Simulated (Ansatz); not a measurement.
# HgTe (Fm-3m) in Ansatz: further runs

Runs on HgTe. Level: PBE. Tasks: single point.

Everything below comes from runs of Ansatz 0.2.0. Logs are shortened: lines on timing, memory, paths and dates and some standing lists are left out, and cuts for length are marked.

## 1. The structure

The structure is cubic, space group Fm-3m (No. 225). The conventional cell has a = 6.360 Å, b = 6.360 Å, c = 6.360 Å, α = 90.00°, β = 90.00°, γ = 90.00°. Hg (site symmetry m-3m) is surrounded by 6 Te at 3.18 Å. Around Te (site symmetry m-3m) lie 6 Hg at 3.18 Å.

Measurements of this composition are mostly on another form, of space group No. 216.

## 2. Single point, PBE

Input file input.yaml:

```yaml
crystal:
  lattice:
    - [0.0, 3.18, 3.18]
    - [3.18, 0.0, 3.18]
    - [3.18, 3.18, 0.0]
  atoms:
    - { symbol: Hg, position: [0.0, 0.0, 0.0] }
    - { symbol: Te, position: [0.5, 0.5, 0.5] }
hamiltonian:
  xc: pbe
  pseudopotentials: { kind: paw }
kpoints:
  mp_grid: { grid: [7, 7, 7] }
scf:
  occupations: { method: gaussian, width: 0.013 }
output:
  forces: true
  stress: true
  eigenvalues: true
```

Potentials or basis: Ansatz PAW.

Command:

```console
$ ansatz run input.yaml --threads 2 --pin off --max-ram 5632MiB --backend cpu --events-out ev --progress --plain --runs-dir out
```

The log of the run:

```text
Warning: RAYON_NUM_THREADS=2 ignored (pool sized by the plan → 2); use --threads N
Engine: ansatz 0.2.0, aarch64-unknown-linux-gnu
Pseudopotentials: kind: paw
Pseudopotential: Hg, paw, valence charge 20, recommended cutoff 420 eV (normal), Hg.paw.azcp
Pseudopotential: Te, paw, valence charge 16, recommended cutoff 420 eV (normal), Te.paw.azcp
Functional definition: PBE
  parameter kappa = 0.804
  parameter beta = 0.06672455060314922
  exchange = pbe_x(kappa = kappa, mu = beta*pi^2/3)
  correlation = pbe_c(beta = beta)
Crystal: 2 atoms, lattice volume = 64.315 Å³
Basis set: ecut = 420 eV, 1243 PW (Γ), exchange–correlation on 64×64×64 points (8 copies of the dense FFT grid, shifted against one another)
Bands: 22, of which v1, the nominal top of the filled ones, is band 18 counted from 1 (17 counted from 0)
Symmetry: 48 space group operations
Space group: Fm-3m (ITA 225), of the structure as read, at distance tolerance 4.0e-5 Å
k-points: 20 of 343
Non-local potential: Hg, projectors of the file, l = 0: 3, l = 1: 2, l = 2: 2, l = 3: 1
Non-local potential: Te, projectors of the file, l = 0: 2, l = 1: 2, l = 2: 2, l = 3: 2
PAW form: soft (Blöchl's): semilocal exchange-correlation on the pseudo side does not see the compensation charge
PAW one-centre angular grid: Hg, 590 points (default); XC on 64 Gauss nodes
PAW one-centre angular grid: Te, 590 points (default); XC on 64 Gauss nodes
Initial density: superposition of atomic densities (neutral atoms: chi_scale 0, normalization atom), corrected by the library's trained network
Initial wavefunctions: pseudopotential atomic-orbital guess
Functional: x = pbe(κ = 0.804, μ = 0.2195149727645171), c = pbe(β = 0.06672455060314922)
SCF iter   1: F=—  HF=-20793.375965 eV  |F-HF|=—  |Δ(HF+E_count)|=         —  Δρ=8.01e-4  dr2=5.58e-4  ethr=1.77e-3  ⟨swp⟩=6.1  Hψ=2075  notcnv=0
preconditioner: auto → LDOS  [insulator: Δε(μ)=0.114 eV  Ē_g=9.902 eV  σ=0.013 eV  W_gap=0.75  n_scr=14 (ndim 8)  ℏωp=19.6 eV  f_vac=0.047  D(μ)=2.42/eV (n_scr^D=14)  ε∞_Penn≈4.9  β→1.0]
SCF iter   2: F=—  HF=-20793.376246 eV  |F-HF|=—  |Δ(HF+E_count)|=   2.81e-4  Δρ=5.18e-4  dr2=1.21e-4  ethr=1.55e-6  ⟨swp⟩=3.1  Hψ=1151  notcnv=0  defer=3
SCF iter   3: F=—  HF=-20793.376231 eV  |F-HF|=—  |Δ(HF+E_count)|=   1.51e-5  Δρ=1.40e-4  dr2=2.06e-5  ethr=3.35e-7  ⟨swp⟩=2.0  Hψ=785  notcnv=0  defer=3
SCF iter   4: F=—  HF=-20793.376224 eV  |F-HF|=—  |Δ(HF+E_count)|=   7.33e-6  Δρ=3.40e-5  dr2=9.44e-7  ethr=5.72e-8  ⟨swp⟩=2.0  Hψ=624  notcnv=0  defer=3
iter 5 did not close the SCF: its close was put off for the readings that it lacked (scf_convergence_deferred on its scf_iter line)
SCF iter   5: F=-20793.376224 eV  HF=-20793.376224 eV  |F-HF|=1.75e-8  |Δ(HF+E_count)|=   1.33e-7  Δρ=4.91e-6  dr2=2.77e-8  ethr=2.62e-9  ⟨swp⟩=2.0  Hψ=618  notcnv=0  defer=3
SCF iter   6: F=-20793.376224 eV  HF=-20793.376224 eV  |F-HF|=3.57e-10  |Δ(HF+E_count)|=   1.67e-9  Δρ=1.19e-6  dr2=4.91e-10  ethr=7.69e-11  ⟨swp⟩=3.1  Hψ=1520  notcnv=0
SCF 1 converged in 6 iterations: F = -20793.376224 eV  dr2 = 4.91e-10
SCF converged after 6 iterations
Free energy (F): -20793.376224 eV
Harris-Foulkes:  -20793.376224 eV  (|F-HF|=3.57e-10)
Internal energy: -20793.376020 eV  (E = F + TS)
E sigma→0 (E₀):  -20793.376122 eV
Entropy (-TS):   -0.000204 eV (-0.102 meV/atom)
Fermi energy:    9.026282 eV
--- Per-component energies (eV) ---
  E_band       = -741.807303
  E_kinetic    = 780.979486
  E_local      = -4285.721822  (includes V_loc(G=0)·N_el)
  E_nonlocal   = -237.496775
  E_hartree    = 2092.890656
  E_xc         = -342.932330
  E_vxc        = -364.001376  (∫ρ·V_xc dr)
  E_paw        = -14606.748037  (= ΣΔE_a)
  E_vpaw       = -821.348493  (= ΣTr[D̂ρ^β])
  E_aug_tail   = 0.000743  (compensation charges beyond the density's cutoff)
  E_ewald      = -4194.347942
  E_smearing   = -0.000204  (= −TS)
  E_closure    = 0.000000  (closes the sum)
  Σ components = -20793.376224   (vs F -20793.376224, Δ=0.00e0)
--- Forces (eV/Å), atoms counted from 1 ---
  atom   1  Hg    -0.00000000     0.00000000     0.00000000
  atom   2  Te     0.00000000    -0.00000000    -0.00000000
  max |Σ_I F_I| component: 2.47e-29 eV/Å
--- Stress (GPa, compression-positive) ---
       -3.751945       0.000000       0.000000
        0.000000      -3.751945      -0.000000
        0.000000       0.000000      -3.751945
  P = ⅓ Tr σ = -3.7519 GPa (-37.519 kbar)
--- Band table (eV; the first three rows and the last of 20) ---
  k-point 0: bands = ["-105.3106", "-53.7604", "-53.7604", "-53.7604", "-27.4226", "-27.4226", "-27.4226", "-27.4213", "-27.4213", "-2.2372", "2.7370", "2.7370", "2.7858", "2.7858", "2.7858", "7.6420", "8.4683", "8.4683", "8.4683", "16.4767", "16.4767", "16.4767"]
  k-point 1: bands = ["-105.3106", "-53.7604", "-53.7604", "-53.7604", "-27.4226", "-27.4226", "-27.4226", "-27.4213", "-27.4213", "-2.1030", "2.6921", "2.6921", "2.7717", "2.8046", "2.8046", "6.3317", "8.5843", "8.5843", "9.7175", "14.8290", "15.3976", "15.3976"]
  k-point 2: bands = ["-105.3106", "-53.7605", "-53.7604", "-53.7604", "-27.4225", "-27.4224", "-27.4224", "-27.4211", "-27.4211", "-1.7578", "2.5887", "2.5887", "2.7070", "2.8545", "2.8545", "4.9428", "8.8682", "8.8682", "10.9103", "13.2978", "14.0830", "14.0830"]
  k-point 19: bands = ["-105.3106", "-53.7605", "-53.7605", "-53.7605", "-27.4224", "-27.4221", "-27.4217", "-27.4214", "-27.4210", "-1.3589", "2.5991", "2.7514", "2.8149", "2.9429", "3.1540", "4.9970", "6.2323", "7.0675", "10.2408", "13.7623", "15.4489", "16.0251"]
```

Wall time 1.1 s (2 threads of Arm Neoverse V1, shared host); peak memory 0.33 GiB.

Results:

```
Free energy            : -20793.3762 eV
Pressure               : -3.8 GPa
Band gap on the k mesh : none (metal or under the smearing width)
```

Spin-orbit coupling is left out, which matters for the levels of Hg, Te.

## 3. Single point, PBE

Changes to input.yaml since step 2:

```diff
@@ -14,3 +14,3 @@
 scf:
-  occupations: { method: gaussian, width: 0.013 }
+  occupations: { method: gaussian, width: 0.014 }
 output:
@@ -19 +19,5 @@
   eigenvalues: true
+  write_density: true
+  write_potential: true
+  elf: true
+  volumetric_format: npy
```

Potentials or basis: Ansatz PAW.

Command:

```console
$ ansatz run input.yaml --threads 2 --pin off --max-ram 5632MiB --backend cpu --events-out ev --progress --plain --runs-dir out
```

It took 1.4 s on 2 threads of Arm Neoverse V1, shared host; peak memory 0.33 GiB.

It converged, with:

- Free energy: -20793.3762 eV
- Pressure: -3.8 GPa
- Band gap on the k mesh: none (metal or under the smearing width)

Levels at points of the mesh, in eV from the Fermi level:
| k point | band 15 | band 16 | band 17 | band 18 | band 19 | band 20 | band 21 | band 22 |
| --- | --- | --- | --- | --- | --- | --- | --- | --- |
| (0.00, 0.00, 0.00) | -6.24 | -1.38 | -0.56 | -0.56 | -0.56 | 7.45 | 7.45 | 7.45 |

Spin-orbit coupling is left out, which matters for the levels of Hg, Te.

## 4. Single point, PBE

Changes to input.yaml since step 3:

```diff
@@ -14,3 +14,3 @@
 scf:
-  occupations: { method: gaussian, width: 0.014 }
+  occupations: { method: gaussian, width: 0.015 }
 output:
@@ -19,5 +19 @@
   eigenvalues: true
-  write_density: true
-  write_potential: true
-  elf: true
-  volumetric_format: npy
```

Command:

```console
$ ansatz run input.yaml --threads 2 --pin off --max-ram 5632MiB --backend cpu --events-out ev --progress --plain --runs-dir out
```

Run time: 1.1 s. Hardware: 2 threads of Arm Neoverse V1, shared host; peak memory 0.33 GiB.

It converged, with:

| Property | Result |
| --- | --- |
| Free energy | -20793.3763 eV |
| Pressure | -3.8 GPa |
| Band gap on the k mesh | none (metal or under the smearing width) |

Levels at points of the mesh, in eV from the Fermi level:
| k point | band 16 | band 17 | band 18 | band 19 | band 20 | band 21 |
| --- | --- | --- | --- | --- | --- | --- |
| (0.00, 0.00, 0.00) | -1.39 | -0.56 | -0.56 | -0.56 | 7.45 | 7.45 |

Spin-orbit coupling is left out, which matters for the levels of Hg, Te.

## 5. Single point, PBE

Changes to input.yaml since step 4:

```diff
@@ -14,3 +14,3 @@
 scf:
-  occupations: { method: gaussian, width: 0.015 }
+  occupations: { method: gaussian, width: 0.016 }
 output:
```

Command:

```console
$ ansatz run input.yaml --threads 2 --pin off --max-ram 5632MiB --backend cpu --events-out ev --progress --plain --runs-dir out
```

Run time: 1 s. Hardware: 2 threads of Arm Neoverse V1, shared host; peak memory 0.33 GiB.

The run converged. Its results:

```yaml
Free_energy: -20793.3763 eV
Pressure: -3.8 GPa
Band_gap_on_the_k_mesh: none (metal or under the smearing width)
```

Levels at points of the mesh, in eV from the Fermi level:
| k point | band 14 | band 15 | band 16 | band 17 | band 18 | band 19 | band 20 | band 21 | band 22 |
| --- | --- | --- | --- | --- | --- | --- | --- | --- | --- |
| (0.00, 0.00, 0.00) | -6.24 | -6.24 | -1.39 | -0.56 | -0.56 | -0.56 | 7.45 | 7.45 | 7.45 |

Spin-orbit coupling is left out, which matters for the levels of Hg, Te.

## 6. Overview

```csv
smearing,gap on the mesh (eV),pressure (GPa)
gaussian 0.013 eV,none,-3.8
gaussian 0.014 eV,none,-3.8
gaussian 0.015 eV,none,-3.8
gaussian 0.016 eV,none,-3.8
```

Alike in all rows: task single point; level PBE; potentials or basis Ansatz PAW; no spin polarisation; cell as given; k mesh 7 × 7 × 7; cutoff (eV) 420.

Every run on the cell as given and a fine mesh finds a metal.

Total energies depend on the potentials used, so only differences within one code and one set of settings carry meaning.
